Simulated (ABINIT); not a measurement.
C: equation of state with revPBE

**Experimental background.**

“Equation of state of cubic boron nitride at high pressures and temperatures”, 2007, arxiv:cond-mat/0702656 quotes, for a bulk crystal of C: bulk modulus 444.8 ± 0.8 GPa.

The system is C.

```
CELL_PARAMETERS angstrom
0.00000 1.78337 1.78337
1.78337 0.00000 1.78337
1.78337 1.78337 0.00000
ATOMIC_POSITIONS crystal
C 0.75000 0.75000 0.75000
C 0.50000 0.50000 0.50000
```

This isn't the form of C at room conditions, which is graphite.

```json
{
 "Program": "ABINIT 10.8.3 (patched build)",
 "Task": "equation of state",
 "Functional": "revPBE",
 "Potentials or basis": "PseudoDojo NC SR PBE v0.4.1 standard",
 "Cutoff": "1116 eV",
 "k mesh": "13 × 13 × 13",
 "Occupations": "fermi-dirac, width 0.05 eV",
 "Spin": "no spin polarisation"
}
```

```yaml
Equilibrium_volume: 5.72 Å³/atom
Bulk_modulus: 427 GPa
Pressure_derivative_of_the_bulk_modulus: 3.7
```

Energy against volume, from the lowest point:
| volume (Å³/atom) | energy (meV/atom) |
| --- | --- |
| 5.332 | 38.56 |
| 5.445 | 18.41 |
| 5.558 | 5.77 |
| 5.672 | 0.00 |
| 5.785 | 0.47 |
| 5.899 | 6.62 |
| 6.012 | 17.95 |

Run time: 84 s on 1 thread of Arm Neoverse V1, on a shared host, peak memory 0.1 GiB.

Measured bulk modulus of C: 444.8 GPa (quoted in “Equation of state of cubic boron nitride at high pressures and temperatures”, 2007, arxiv:cond-mat/0702656). This calculation gives 427 GPa (-4.0 %). 3 values of this kind are on record (442 to 444.8 GPa); this one was drawn at random among those near their median, those with a stated uncertainty first. The fit is for a static lattice scaled at fixed shape and fixed fractional positions.

Caveat: pressures at fixed basis lie under the slope of the energies; the potentials were made for another functional, which shifts forces and pressure.
